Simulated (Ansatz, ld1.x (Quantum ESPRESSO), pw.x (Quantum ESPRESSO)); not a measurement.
# What a changed setting does to a pw.x run (fcc Mg)

Potential: norm-conserving Troullier–Martins (Kleinman–Bylander form), ld1.x (Quantum ESPRESSO) 7.5, PBE; core [Ne], reference 3s2 3p0; waves: 3p (bound, empty): rc 3.04 bohr; 3d channel at 0.05 Ry: rc 3.16 bohr; 3s (bound): rc 3.00 bohr; local part: the s channel; core correction: none.

The reference run (k-mesh 13³, cutoffs 35/140 Ry, Fermi–Dirac 0.01 Ry, mixing_beta 0.4, conv_thr 1e-9, no spin) gives -0.40 GPa at 23.198 Å³/atom, where all-electron LAPW gives -0.07 GPa. This run, with its own iteration cap, changes nbnd to 13.

```
&control
  calculation='scf', prefix='x', pseudo_dir='./', outdir='./tmp', tstress=.true., disk_io='none'
/
&system
  ibrav=0, nat=1, ntyp=1, ecutwfc=35, ecutrho=140, nbnd=13,
  occupations='smearing', smearing='fd', degauss=0.01
/
&electrons
  conv_thr=1e-09, mixing_beta=0.4, electron_maxstep=60
/
ATOMIC_SPECIES
Mg 1.0 Mg.UPF
CELL_PARAMETERS angstrom
  0.00000000 2.26363734 2.26363734
  2.26363734 0.00000000 2.26363734
  2.26363734 2.26363734 0.00000000
ATOMIC_POSITIONS crystal
Mg 0.0000 0.0000 0.0000
K_POINTS automatic
13 13 13 0 0 0
```

```bash
pw.x < Mg.scf.in > Mg.scf.out
```

Task: How does the run end?

Result: It converges in 5 iterations; the free energy moves by +0.0 meV/atom and the pressure by +0.00 GPa. The result is that of the reference run.

```
Message from routine setup:
     using ibrav=0 with symmetry is DISCOURAGED, use correct ibrav instead
     lattice parameter (alat)  =       6.0495  a.u.
     unit-cell volume          =     156.5479 (a.u.)^3
     number of electrons       =         2.00
     number of Kohn-Sham states=           13
     kinetic-energy cutoff     =      35.0000  Ry
     charge density cutoff     =     140.0000  Ry
     scf convergence threshold =      1.0E-09
     Exchange-correlation= PBE
     number of k points=    84  Fermi-Dirac smearing, width (Ry)=  0.0100
     iteration #  1     ecut=    35.00 Ry     beta= 0.40
     total energy              =      -1.76887860 Ry
     estimated scf accuracy    <       0.00477858 Ry
     iteration #  2     ecut=    35.00 Ry     beta= 0.40
     total energy              =      -1.76924836 Ry
     estimated scf accuracy    <       0.00172335 Ry
     iteration #  3     ecut=    35.00 Ry     beta= 0.40
     total energy              =      -1.76928247 Ry
     estimated scf accuracy    <       0.00000234 Ry
     iteration #  4     ecut=    35.00 Ry     beta= 0.40
     total energy              =      -1.76928394 Ry
     estimated scf accuracy    <       0.00000126 Ry
     iteration #  5     ecut=    35.00 Ry     beta= 0.40
     the Fermi energy is     3.5587 ev
!    total energy              =      -1.76928400 Ry
     estimated scf accuracy    <          9.8E-10 Ry
     smearing contrib. (-TS)   =      -0.00201415 Ry
     The total energy is F=E-TS. E is the sum of the following terms:
     one-electron contribution =       1.22562449 Ry
     hartree contribution      =       0.00417740 Ry
     xc contribution           =      -0.85343809 Ry
     ewald contribution        =      -2.14363365 Ry
     convergence has been achieved in   5 iterations
          total   stress  (Ry/bohr**3)                   (kbar)     P=       -3.95
     Message from routine punch:
     Nothing written, as per user request (disk_io='none')
```

The run took about 6 s on one core of a shared host (Neoverse-V1, 32 threads, 247 GiB, load 20).
